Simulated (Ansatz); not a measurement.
Level of theory: DFT PBE, scalar-relativistic, plane waves, PAW in Ansatz. Settings: cutoff 420 eV, Γ-centred meshes spaced at most about 0.3 Å⁻¹, and about 0.25 Å⁻¹ or finer for metals (2π included), Gaussian smearing. No spin polarisation.

Temperature and zero-point effects are left out.

Compare these two cells of In3Ga2P5, each relaxed at this level.

A.

```cif
data_structure
_symmetry_space_group_name_H-M 'R-3m:H'
_symmetry_Int_Tables_number 166
_cell_length_a 3.8134
_cell_length_b 3.8134
_cell_length_c 46.6220
_cell_angle_alpha 90.000
_cell_angle_beta 90.000
_cell_angle_gamma 120.000
_cell_volume 587.14
loop_
_atom_site_label
_atom_site_type_symbol
_atom_site_symmetry_multiplicity
_atom_site_Wyckoff_symbol
_atom_site_fract_x
_atom_site_fract_y
_atom_site_fract_z
_atom_site_occupancy
In1 In 6 c 0.33333 0.66667 0.96504 1
In2 In 3 b 0.66667 0.33333 0.83333 1
Ga1 Ga 6 c 0.00000 0.00000 0.89916 1
P1 P 6 c 0.66667 0.33333 0.92908 1
P2 P 6 c 0.33333 0.66667 0.86930 1
P3 P 3 a 0.00000 0.00000 0.00000 1
```

B.

```cif
data_structure
_symmetry_space_group_name_H-M 'R-3m:H'
_symmetry_Int_Tables_number 166
_cell_length_a 3.8280
_cell_length_b 3.8280
_cell_length_c 46.3384
_cell_angle_alpha 90.000
_cell_angle_beta 90.000
_cell_angle_gamma 120.000
_cell_volume 588.07
loop_
_atom_site_label
_atom_site_type_symbol
_atom_site_symmetry_multiplicity
_atom_site_Wyckoff_symbol
_atom_site_fract_x
_atom_site_fract_y
_atom_site_fract_z
_atom_site_occupancy
In1 In 6 c 0.66667 0.33333 0.73656 1
In2 In 3 a 0.00000 0.00000 0.00000 1
Ga1 Ga 6 c 0.33333 0.66667 0.86441 1
P1 P 6 c 0.00000 0.00000 0.70175 1
P2 P 6 c 0.00000 0.00000 0.89375 1
P3 P 3 b 0.66667 0.33333 0.83333 1
```

**Question.** Which placement of the atoms is lower in energy, and by how much?

**Answer.** They are level within the accuracy (3 meV/atom apart, with A the lower in these runs). The two share one framework of sites and differ in which element sits where. A has In and Ga ordered on rock salt sites, space group R-3m (No. 166), 19.6 Å³/atom and no gap on its mesh; B has In and Ga ordered on rock salt sites, space group R-3m (No. 166), 19.6 Å³/atom and no gap. Counting P atoms around Ga and In (those within 1.25 times the shortest such distance or 1.15 times the sum of covalent radii, 1.27 where that leaves under three), A and B both have In 6, Ga 6. In A, In on a site of symmetry 3m is surrounded by 6 P at 2.74–2.77 Å; around Ga lie 6 P at 2.60–2.61 Å; P on a site of symmetry 3m has 3 Ga at 2.61 Å and 3 In at 2.77 Å; 3 more sites not described. In B, In on a site of symmetry 3m has 6 P at 2.74–2.78 Å; Ga has 6 P at 2.59–2.64 Å; P on a site of symmetry 3m is surrounded by 6 In at 2.74 Å; 3 more sites not described. Both come from invented guesses.

For metals, differences of a few meV/atom aren't resolved. Cells relaxed within their symmetry can be saddle points.
